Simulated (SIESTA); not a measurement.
Crystal: Pb.

```
CELL_PARAMETERS angstrom
0.00000 2.47502 2.47502
2.47502 0.00000 2.47502
2.47502 2.47502 0.00000
ATOMIC_POSITIONS crystal
Pb 0.00000 0.00000 0.00000
```

Base run:

* Program: SIESTA 5.4.2
* Functional: LDA
* Potentials or basis: PseudoDojo 0.4 standard (LDA files)
* Basis: DZP (energy shift 0.003 Ry; two zetas on semicore shells)
* Grid cutoff: 500 Ry
* Energy shift: 0.003 Ry
* k mesh: 9 × 9 × 9
* Occupations: fermi-dirac, width 0.05 eV
* Spin: no spin polarisation

Its results: band gap on the k mesh none (metal or under the smearing width); pressure -1.6 GPa.

Q: The run is repeated on the same cell with these changes: functional from LDA to PBEsol; potentials or basis from PseudoDojo 0.4 standard (LDA files) to PseudoDojo 0.4 standard (PBEsol files). What comes out?

A: Band gap on the k mesh none (metal or under the smearing width); pressure 0.0 GPa.

Caveats: spin-orbit coupling is left out, which moves the levels of the heavy elements; the basis of atomic orbitals isn't converged, which shifts pressures, moduli and gaps.
